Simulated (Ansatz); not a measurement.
Consider the following.

Starting cell, ZnTe (zinc blende):

```
CELL_PARAMETERS angstrom
      0.00000     3.05670     3.05670
      3.05670     0.00000     3.05670
      3.05670     3.05670     0.00000
ATOMIC_POSITIONS crystal
  Te 0.75000 0.75000 0.75000
  Zn 0.00000 0.00000 0.00000
```

Scan: atom 2 (Zn, nearest neighbour Te at 2.647 Å; its periodic images, 4.3 Å or more away, move with it) is displaced along Cartesian [110], direction (0.707, 0.707, 0.000) in Cartesian axes, by s. The other atoms stay.

Calculation: r2SCAN (plane waves to 500 eV, PAW, scalar-relativistic; Ansatz, a program for electronic structure). k mesh 8×8×8 (Γ-centred), Fermi-Dirac smearing 0.05 eV. E stands for the smeared free energy. Spin-orbit coupling is left out, though Te is heavy. ZnTe was relaxed with its symmetry unable to fall. ΔE is measured from the undisplaced structure.

The scan covers s from -0.260 to 0.260 Å in 11 points.

Problem. Is this a single well or a double well?

Solution. A single well with its minimum at or next to zero displacement.

Problem. Is the energy the same for equal positive and negative displacements?

Solution. Even: the same for both signs. With its periodic images moving along, the atom's site symmetry in this cell is -43m.

Problem. What is the force constant k = d²E/ds² of this move at s = 0?

Solution. 4.93 eV/Å².

(A displaced cell: forces are minus the slopes of the energy, force constants its curvatures, and phonons follow from these.)
